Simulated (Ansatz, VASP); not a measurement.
**Zr: VASP beside Ansatz**

```
Zr
1.0
     4.52645    0.00000    0.00000
     0.00000   -4.52645    0.00000
     0.00000    0.00000   -4.52645
Zr
4
Direct
  0.00000 0.50000 0.50000
  0.50000 0.00000 0.50000
  0.50000 0.50000 0.00000
  0.00000 0.00000 0.00000
```

Alike in both runs: functional PBE; k mesh 10 × 10 × 10; occupations gaussian, width 0.1 eV; no spin polarisation.

Ansatz relaxed the structure, and its values are those at the end. VASP's run is a single point on that final structure, the one shown.

|  | VASP | Ansatz |
| --- | --- | --- |
| version | VASP 6.6.1 | Ansatz 0.2.0 |
| potentials or method | VASP PAW PBE potentials, release 64 (Zr_sv) | scalar-relativistic, plane waves, PAW |
| plane-wave cutoff (eV) | 520 | 420 |
| valence electrons in the cell | 48 | 48 |

```tsv
	VASP	Ansatz	Ansatz less VASP
gap on the k mesh at the Fermi level (eV)	none	none	-
pressure (GPa)	0.1	0.1	-0.02
```

A gap of «none» marks a metal or a gap that the smearing closes.
